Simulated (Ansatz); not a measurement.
**Ti: computed properties**

These are results of Ansatz 0.2.0, DFT PBEsol, scalar-relativistic, plane waves, PAW, not measurements.

Cutoff 420 eV; k points 18×18×18 on the computed 1-atom cell (Γ-centred); Gaussian smearing, width 0.10 eV; no spin polarisation.

The structure is relaxed at this level of theory with its symmetry kept. This bcc form isn't the element's structure at ambient conditions.

```yaml
crystal:
  lattice:
    - [-1.60512, 1.60512, 1.60512]
    - [1.60512, -1.60512, 1.60512]
    - [1.60512, 1.60512, -1.60512]
  atoms:
    - { symbol: Ti, position: [0.00000, 0.00000, 0.00000] }
```

| Property | Result |
| --- | --- |
| Space group | Im-3m (No. 229) |
| Volume per atom | 16.54 Å³ |
| Formation energy from the elements' standard states (uncorrected) | +0.104 eV/atom |
| Kohn–Sham band gap | none (metal) |
| Density of states at the Fermi level | 1.97 states/eV per cell |
| Löwdin character within 0.5 eV of the Fermi level | Ti 3d 88 %, unprojected 7 % |
| Bulk modulus | 113 GPa |
| Its pressure derivative | 3.1 |
| Bader charges (e) | Ti (1 in the cell) 0.00 |